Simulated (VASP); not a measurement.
Ag, 7 atoms in the cell. The cell holds a slab with vacuum, 7 atoms: a = 2.946 Å, b = 2.946 Å, c = 29.409 Å, α = 90.00°, β = 90.00°, γ = 120.00°. The slab is cut from a database's or a generator's crystal, which needn't be the stable form of the element.

| Property | Result |
| --- | --- |
| Program | VASP 6.6.1 |
| Task | relaxation of the atoms |
| Functional | PBE |
| Dispersion | TS |
| Potentials or basis | VASP PAW PBE potentials, release 64 (Ag) |
| Cutoff | 520 eV |
| k mesh | 7 × 7 × 1 |
| Occupations | fermi-dirac, width 0.05 eV |
| Spin | no spin polarisation |
| Dipole correction | yes |
| Atoms held fixed (from 0) | [0, 1, 2] |
| Further INCAR settings | ALGO = Fast; EDIFF = 1e-06; IBRION = 2; EDIFFG = -0.01; NSW = 40 |

Potentials or basis: VASP PAW PBE potentials, release 64 (Ag).

Run with:

```console
$ cat potpaw_PBE.64/Ag/POTCAR > POTCAR
$ mpirun -np 1 vasp_std > vasp.out
```

Hardware: 1 thread of Intel(R) Xeon(R) Platinum 8559C (Emerald Rapids), with other jobs on the host.

Estimate the wall time of this run.

It took 15 min on 1 thread of Intel(R) Xeon(R) Platinum 8559C (Emerald Rapids) (shared host), peak memory 0.39 GiB. Counts: scf iterations 205, k points 8, ion steps 24.
